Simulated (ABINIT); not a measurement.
# Rh (Fm-3m) in ABINIT: settings compared, part 2 of 3

ABINIT 10.8.3 (patched build). The steps go on from the part before.

### 3 Equation of state, revPBE

run.abi reads:

```
# Datasets: one volume each
ndtset 7
getwfk -1
scalecart1 3*0.9795861087
scalecart2 3*0.9864848297
scalecart3 3*0.9932883884
scalecart4 3*1.0000000000
scalecart5 3*1.0066227096
scalecart6 3*1.0131594038
scalecart7 3*1.0196128224

# Pseudopotentials
pp_dirpath "./"
pseudos "Rh.GGA_PBE-JTH.xml"

# Structure
acell 3*1.0
rprim
     0.0000000000     3.5864167256     3.5864167256
     3.5864167256     0.0000000000     3.5864167256
     3.5864167256     3.5864167256     0.0000000000
ntypat 1
znucl 45
natom 1
typat 1
xred
     0.0000000000     0.0000000000     0.0000000000

# Plane-wave basis
ecut 16.0
pawecutdg 32.0

# k points
kptopt 1
ngkpt 12 12 12
nshiftk 1
shiftk 0.0 0.0 0.0

# Exchange and correlation
ixc 14

# Bands and occupations
nband 13
occopt 3
tsmear 0.00183747

# SCF cycle
nstep 100
tolvrs 1.0e-9

# Output
iomode 3
prtwf 1
prtden 0
prteig 0
prtebands 0
enunit 2
```

Potentials or basis: JTH PAW PBE v2.0.

On the command line:

```sh
abinit run.abi > log 2>&1
```

run.abo:

```text
.Version 10.8.3 of ABINIT
 DATASET    1 : space group Fm -3 m (#225); Bravais cF (face-center cubic)
================================================================================
 Values of the parameters that define the memory need for DATASET  1.
     intxc =       0    ionmov =       0      iscf =      17    lmnmax =      18
     lnmax =       6     mgfft =      18  mpssoang =       3    mqgrid =    3001
     natom =       1  nloc_mem =       2    nspden =       1   nspinor =       1
    nsppol =       1      nsym =      48    n1xccc =       1    ntypat =       1
    occopt =       3   xclevel =       2
       mpw =         275          nfft =        5832          nkpt =          72
 PAW method is used; the additional fine FFT grid is defined by:
   mgfftf=        27    nfftf =     19683
================================================================================
================================================================================
[... 71 lines left out ...]
 DATASET    7 : space group Fm -3 m (#225); Bravais cF (face-center cubic)
================================================================================
 Values of the parameters that define the memory need for DATASET  7.
     intxc =       0    ionmov =       0      iscf =      17    lmnmax =      18
     lnmax =       6     mgfft =      20  mpssoang =       3    mqgrid =    3001
     natom =       1  nloc_mem =       2    nspden =       1   nspinor =       1
    nsppol =       1      nsym =      48    n1xccc =       1    ntypat =       1
    occopt =       3   xclevel =       2
       mpw =         310          nfft =        8000          nkpt =          72
 PAW method is used; the additional fine FFT grid is defined by:
   mgfftf=        30    nfftf =     27000
================================================================================
================================================================================

--------------------------------------------------------------------------------
------------- Echo of variables that govern the present computation ------------
--------------------------------------------------------------------------------
 -outvars: echo values of preprocessed input variables --------
            acell      1.0000000000E+00  1.0000000000E+00  1.0000000000E+00 Bohr
              amu      1.02905500E+02
             ecut      1.60000000E+01 Hartree
           enunit           2
           getwfk          -1
                       outvar_i_n : Printing only first  50 k-points.
              ixc          14
           jdtset        1    2    3    4    5    6    7
                       outvar_i_n : Printing only first  50 k-points.
         kptrlatt       12    0    0      0   12    0      0    0   12
          kptrlen1     5.96210490E+01
          kptrlen2     6.00409294E+01
          kptrlen3     6.04550178E+01
          kptrlen4     6.08635101E+01
          kptrlen5     6.12665914E+01
          kptrlen6     6.16644376E+01
          kptrlen7     6.20572153E+01
            natom           1
            nband          13
           ndtset           7
            ngfft1         18      18      18
            ngfft2         18      18      18
            ngfft3         20      20      20
            ngfft4         20      20      20
            ngfft5         20      20      20
            ngfft6         20      20      20
            ngfft7         20      20      20
          ngfftdg1         27      27      27
          ngfftdg2         27      27      27
          ngfftdg3         27      27      27
          ngfftdg4         27      27      27
          ngfftdg5         27      27      27
          ngfftdg6         30      30      30
          ngfftdg7         30      30      30
             nkpt          72
            nstep         100
             nsym          48
           ntypat           1
                       prtocc : prtvol=0, do not print more k-points.
           occopt           3
        pawecutdg      3.20000000E+01 Hartree
         pawxcdev           0
           prtden           0
        prtebands           0
           prteig           0
            rprim1     0.0000000000E+00  3.5132040044E+00  3.5132040044E+00
                       3.5132040044E+00  0.0000000000E+00  3.5132040044E+00
                       3.5132040044E+00  3.5132040044E+00  0.0000000000E+00
            rprim2     0.0000000000E+00  3.5379456928E+00  3.5379456928E+00
                       3.5379456928E+00  0.0000000000E+00  3.5379456928E+00
                       3.5379456928E+00  3.5379456928E+00  0.0000000000E+00
            rprim3     0.0000000000E+00  3.5623460895E+00  3.5623460895E+00
                       3.5623460895E+00  0.0000000000E+00  3.5623460895E+00
                       3.5623460895E+00  3.5623460895E+00  0.0000000000E+00
            rprim4     0.0000000000E+00  3.5864167256E+00  3.5864167256E+00
                       3.5864167256E+00  0.0000000000E+00  3.5864167256E+00
                       3.5864167256E+00  3.5864167256E+00  0.0000000000E+00
            rprim5     0.0000000000E+00  3.6101685221E+00  3.6101685221E+00
                       3.6101685221E+00  0.0000000000E+00  3.6101685221E+00
                       3.6101685221E+00  3.6101685221E+00  0.0000000000E+00
            rprim6     0.0000000000E+00  3.6336118315E+00  3.6336118315E+00
                       3.6336118315E+00  0.0000000000E+00  3.6336118315E+00
                       3.6336118315E+00  3.6336118315E+00  0.0000000000E+00
            rprim7     0.0000000000E+00  3.6567564799E+00  3.6567564799E+00
                       3.6567564799E+00  0.0000000000E+00  3.6567564799E+00
                       3.6567564799E+00  3.6567564799E+00  0.0000000000E+00
          spgroup         225
           tolvrs      1.00000000E-09
           tsmear      1.83747000E-03 Hartree
            typat      1
           useylm           1
                       outvars : Printing only first  50 k-points.
            znucl       45.00000

================================================================================

 chkinp: Checking input parameters for consistency, jdtset=   1.

 chkinp: Checking input parameters for consistency, jdtset=   2.
[... 40 lines left out ...]
 getcut: wavevector=  0.0000  0.0000  0.0000  ngfft=  27  27  27
         ecut(hartree)=     32.000   => boxcut(ratio)=   2.05805

--- Pseudopotential description ------------------------------------------------
- pspini: atom type   1  psp file is ./Rh.GGA_PBE-JTH.xml
 Pseudopotential format is: paw10
 basis_size (lnmax)=  6 (lmn_size= 18), orbitals=   0   0   1   1   2   2
 Spheres core radius: rc_sph= 2.21251062
 Shapefunction is SIN type: shapef(r)=[sin(pi*r/rshp)/(pi*r/rshp)]**2
 Radius for shape functions =  2.00372819
 Compensation charge density is not taken into account in XC energy/potential

   3.74318991E+02                                ecore*ucvol(ha*bohr**3)
--------------------------------------------------------------------------------

[... 1256 lines left out ...]
-Cartesian components of stress tensor (GPa)         [Pressure= -5.0869E+00 GPa]
- sigma(1 1)=  5.08685313E+00  sigma(3 2)=  0.00000000E+00
- sigma(2 2)=  5.08685313E+00  sigma(3 1)=  0.00000000E+00
- sigma(3 3)=  5.08685313E+00  sigma(2 1)=  0.00000000E+00

== END DATASET(S) ==============================================================
================================================================================

 -outvars: echo values of variables after computation  --------
            acell      1.0000000000E+00  1.0000000000E+00  1.0000000000E+00 Bohr
           etotal1    -1.1132524116E+02
           etotal2    -1.1132699200E+02
           etotal3    -1.1132825495E+02
           etotal4    -1.1132910028E+02
           etotal5    -1.1132958260E+02
           etotal6    -1.1132977410E+02
           etotal7    -1.1132961986E+02
            fcart1    -0.0000000000E+00 -0.0000000000E+00 -0.0000000000E+00
            fcart2    -0.0000000000E+00 -0.0000000000E+00 -0.0000000000E+00
            fcart3    -0.0000000000E+00 -0.0000000000E+00 -0.0000000000E+00
            fcart4    -0.0000000000E+00 -0.0000000000E+00 -0.0000000000E+00
            fcart5    -0.0000000000E+00 -0.0000000000E+00 -0.0000000000E+00
            fcart6    -0.0000000000E+00 -0.0000000000E+00 -0.0000000000E+00
            fcart7    -0.0000000000E+00 -0.0000000000E+00 -0.0000000000E+00
            rprim1     0.0000000000E+00  3.5132040044E+00  3.5132040044E+00
                       3.5132040044E+00  0.0000000000E+00  3.5132040044E+00
                       3.5132040044E+00  3.5132040044E+00  0.0000000000E+00
[... 17 lines left out ...]
                       3.6567564799E+00  3.6567564799E+00  0.0000000000E+00
           strten1    -1.0735588258E-03 -1.0735588258E-03 -1.0735588258E-03
                       0.0000000000E+00  0.0000000000E+00  0.0000000000E+00
           strten2    -7.8991849060E-04 -7.8991849060E-04 -7.8991849060E-04
                       0.0000000000E+00  0.0000000000E+00  0.0000000000E+00
           strten3    -5.4761557582E-04 -5.4761557582E-04 -5.4761557582E-04
                       0.0000000000E+00  0.0000000000E+00  0.0000000000E+00
           strten4    -3.3973549303E-04 -3.3973549303E-04 -3.3973549303E-04
                       0.0000000000E+00  0.0000000000E+00  0.0000000000E+00
           strten5    -1.5499643371E-04 -1.5499643371E-04 -1.5499643371E-04
                       0.0000000000E+00  0.0000000000E+00  0.0000000000E+00
           strten6     2.0087720250E-05  2.0087720250E-05  2.0087720250E-05
                       0.0000000000E+00  0.0000000000E+00  0.0000000000E+00
           strten7     1.7289862365E-04  1.7289862365E-04  1.7289862365E-04
                       0.0000000000E+00  0.0000000000E+00  0.0000000000E+00
 Calculation completed.
```

Wall time 50 s (1 thread of Arm Neoverse V1, shared host); peak memory 0.12 GiB.

What came out:

```
Equilibrium volume                      : 14.23 Å³/atom
Bulk modulus                            : 237 GPa
Pressure derivative of the bulk modulus : 5.4 (rough: it moves with the points fitted)
```

Energy against volume, from the lowest point:
```tsv
volume (Å³/atom)	energy (meV/atom)
12.851	123.35
13.125	75.70
13.398	41.34
13.671	18.34
13.945	5.21
14.218	0.00
14.492	4.20
```

Caveat: pressures at fixed basis lie under the slope of the energies; the PAW data sets were made with another functional, which shifts forces and pressure a little.

### 4 Band structure, RPBE

run.abi reads:

```
ndtset 2

pp_dirpath "./"
pseudos "Rh.GGA_PBE-JTH.xml"

acell 2.6839652093 2.6839652093 2.6839652093 Angstrom
rprim
     0.0000000000     0.7071067812     0.7071067812
     0.7071067812     0.0000000000     0.7071067812
     0.7071067812     0.7071067812     0.0000000000
ntypat 1
znucl 45
natom 1
typat 1
xcart
     0.0000000000     0.0000000000     0.0000000000

ecut 16.0
pawecutdg 32.0

ixc 15

occopt 3
tsmear 0.00183747

nstep 100

iomode 3
prtwf 0
prteig 0
prtebands 0
prtden1 1

kptopt1 1
ngkpt1 12 12 12
nshiftk1 1
shiftk1 0.0 0.0 0.0
nband1 13
tolvrs1 1.0e-9

iscf2 -2
getden2 1
nband2 19
nbdbuf2 4
tolwfr2 1.0e-11
kptopt2 -9
ndivsm2 8
prteig2 1
prtvol2 -3
kptbounds2
     0.0000000000     0.0000000000     0.0000000000
     0.5000000000     0.0000000000     0.5000000000
     0.5000000000     0.2500000000     0.7500000000
     0.3750000000     0.3750000000     0.7500000000
     0.0000000000     0.0000000000     0.0000000000
     0.5000000000     0.5000000000     0.5000000000
     0.6250000000     0.2500000000     0.6250000000
     0.5000000000     0.2500000000     0.7500000000
     0.5000000000     0.5000000000     0.5000000000
     0.3750000000     0.3750000000     0.7500000000
```

On the command line:

```sh
abinit run.abi > log 2>&1
```

Run time: 22 s. Hardware: 1 thread of Arm Neoverse V1, shared host; peak memory 0.12 GiB.

Results (log left out):

- Free energy: -3029.2383 eV
- Pressure: 11.3 GPa
- Band gap on the k mesh: none (metal or under the smearing width)
- Valence electrons inside the program's atomic spheres: Rh 14.89 (radii [1.1708] Å)

Levels at the corners of the path, in eV from the Fermi level:
```csv
point,band 4,band 5,band 6,band 7,band 8,band 9,band 10,band 11,band 12,band 13
Γ,-46.42,-8.00,-3.12,-3.12,-3.12,-1.03,-1.03,15.86,21.33,21.33
X,-46.70,-6.39,-6.01,0.52,0.98,0.98,3.27,12.36,13.33,13.33
W,-46.70,-5.08,-3.85,-3.85,-1.24,0.98,9.67,9.67,11.33,12.70
K,-46.64,-5.58,-4.82,-2.10,-0.73,0.36,7.91,8.65,12.11,16.53
Γ,-46.42,-8.00,-3.12,-3.12,-3.12,-1.03,-1.03,15.86,21.33,21.33
L,-46.52,-6.18,-3.21,-3.21,0.55,0.55,0.72,8.72,15.38,21.23
U,-46.64,-5.58,-4.82,-2.10,-0.73,0.36,7.91,8.65,12.11,16.53
W,-46.70,-5.08,-3.85,-3.85,-1.24,0.98,9.67,9.67,11.33,12.70
L,-46.52,-6.18,-3.21,-3.21,0.55,0.55,0.72,8.72,15.38,21.23
K,-46.64,-5.58,-4.82,-2.10,-0.73,0.36,7.91,8.65,12.11,16.53
```

Caveat: the PAW data sets were made with another functional, which shifts forces and pressure a little.

### 5 Equation of state, revPBE+D3(BJ)

run.abi reads:

```
ndtset 7
getwfk -1
scalecart1 3*0.9795861087
scalecart2 3*0.9864848297
scalecart3 3*0.9932883884
scalecart4 3*1.0000000000
scalecart5 3*1.0066227096
scalecart6 3*1.0131594038
scalecart7 3*1.0196128224

pp_dirpath "./"
pseudos "Rh.GGA_PBE-JTH.xml"

acell 3*1.0 Angstrom
rprim
     0.0000000000     1.8978500000     1.8978500000
     1.8978500000     0.0000000000     1.8978500000
     1.8978500000     1.8978500000     0.0000000000
ntypat 1
znucl 45
natom 1
typat 1
xred
     0.0000000000     0.0000000000     0.0000000000

ecut 16.0
pawecutdg 32.0

kptopt 1
ngkpt 12 12 12
nshiftk 1
shiftk 0.0 0.0 0.0

ixc 14
vdw_xc 7

nband 13
occopt 3
tsmear 0.05 eV

nstep 100
tolvrs 1.0e-9

iomode 3
prtwf 1
prtden 0
prteig 0
prtebands 0
enunit 2
```

Potentials or basis: JTH PAW PBE v2.0.

On the command line:

```sh
abinit run.abi > log 2>&1
```

run.abo:

```text
.Version 10.8.3 of ABINIT
 DATASET    1 : space group Fm -3 m (#225); Bravais cF (face-center cubic)
================================================================================
 Values of the parameters that define the memory need for DATASET  1.
     intxc =       0    ionmov =       0      iscf =      17    lmnmax =      18
     lnmax =       6     mgfft =      18  mpssoang =       3    mqgrid =    3001
     natom =       1  nloc_mem =       2    nspden =       1   nspinor =       1
    nsppol =       1      nsym =      48    n1xccc =       1    ntypat =       1
    occopt =       3   xclevel =       2
       mpw =         275          nfft =        5832          nkpt =          72
 PAW method is used; the additional fine FFT grid is defined by:
   mgfftf=        27    nfftf =     19683
================================================================================
================================================================================
[... 71 lines left out ...]
 DATASET    7 : space group Fm -3 m (#225); Bravais cF (face-center cubic)
[... 1444 lines left out ...]
            fcart6    -0.0000000000E+00 -0.0000000000E+00 -0.0000000000E+00
            fcart7    -0.0000000000E+00 -0.0000000000E+00 -0.0000000000E+00
            rprim1     0.0000000000E+00  1.8591074964E+00  1.8591074964E+00
                       1.8591074964E+00  0.0000000000E+00  1.8591074964E+00
                       1.8591074964E+00  1.8591074964E+00  0.0000000000E+00
[... 17 lines left out ...]
                       1.9350721950E+00  1.9350721950E+00  0.0000000000E+00
           strten1    -4.8698445890E-04 -4.8698445890E-04 -4.8698445890E-04
                       0.0000000000E+00  0.0000000000E+00  0.0000000000E+00
           strten2    -2.2753365385E-04 -2.2753365385E-04 -2.2753365385E-04
                       0.0000000000E+00  0.0000000000E+00  0.0000000000E+00
           strten3    -8.0520287706E-06 -8.0520287706E-06 -8.0520287705E-06
                       0.0000000000E+00  0.0000000000E+00  0.0000000000E+00
           strten4     1.7827307226E-04  1.7827307226E-04  1.7827307226E-04
                       0.0000000000E+00  0.0000000000E+00  0.0000000000E+00
           strten5     3.4262815281E-04  3.4262815281E-04  3.4262815281E-04
                       0.0000000000E+00  0.0000000000E+00  0.0000000000E+00
           strten6     4.9841687592E-04  4.9841687592E-04  4.9841687592E-04
                       0.0000000000E+00  0.0000000000E+00  0.0000000000E+00
           strten7     6.3294396393E-04  6.3294396393E-04  6.3294396393E-04
                       0.0000000000E+00  0.0000000000E+00  0.0000000000E+00
 Calculation completed.
```

It took 51 s on 1 thread of Arm Neoverse V1, shared host; peak memory 0.13 GiB.

Results:

```yaml
Equilibrium_volume: 13.44 Å³/atom
Bulk_modulus: 287 GPa
Pressure_derivative_of_the_bulk_modulus: "5.4 (rough: it moves with the points fitted)"
```

Energy against volume, from the lowest point:
```csv
volume (Å³/atom),energy (meV/atom)
12.851,25.51
13.125,6.70
13.398,0.00
13.671,3.54
13.945,15.92
14.218,35.20
14.492,62.96
```

Caveat: pressures at fixed basis lie under the slope of the energies; the PAW data sets were made with another functional, which shifts forces and pressure a little.

(Continued in part 3 of 3.)
